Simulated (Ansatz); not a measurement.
A relaxed cell of KF is given with its symmetry left out. The cell was found from a structure generator's guess, not taken from experiment.

Level of theory: Ansatz 0.2.0, DFT PBE, scalar-relativistic, plane waves, PAW. Cutoff 420 eV, Γ-centred mesh, Gaussian smearing, no spin polarisation.

```cif
data_structure
_symmetry_space_group_name_H-M 'P 1'
_symmetry_Int_Tables_number 1
_cell_length_a 4.2092
_cell_length_b 4.2092
_cell_length_c 4.2092
_cell_angle_alpha 60.000
_cell_angle_beta 60.000
_cell_angle_gamma 60.000
_cell_volume 52.73
loop_
_atom_site_label
_atom_site_type_symbol
_atom_site_fract_x
_atom_site_fract_y
_atom_site_fract_z
_atom_site_occupancy
K1 K 0.25000 0.25000 0.25000 1
F1 F 0.00000 0.00000 0.00000 1
```

Formation energies are uncorrected and refer to the elements' standard structures at the same level (F₂ as a molecule).

(1) Find its symmetry and describe it.

(2) What is its formation energy per atom?

(3) Is it a metal?

(4) From what recipe could a structure generator have reached it?

## Answers

(1) F-43m (No. 216), the zinc blende type. Conventional cell: a = 5.953 Å. Around K lie 4 F at 2.58 Å; F is surrounded by 4 K at 2.58 Å.

(2) −2.628 eV/atom. It lies below the elements, which doesn't yet make it stable against other compounds or structures.

(3) No, the gap on the 8×8×8 mesh is 5.06 eV.

(4) One such recipe: ordered vacancies on the cation sites of antifluorite (F-43m, No. 216). Other recipes can lead to the same cell.

The last run used an 8×8×8 mesh for its 2-atom cell and Gaussian smearing of 0.02 eV. Kohn–Sham gaps at this level usually fall short of measured ones. A structure relaxed within its symmetry needn't be a true minimum.
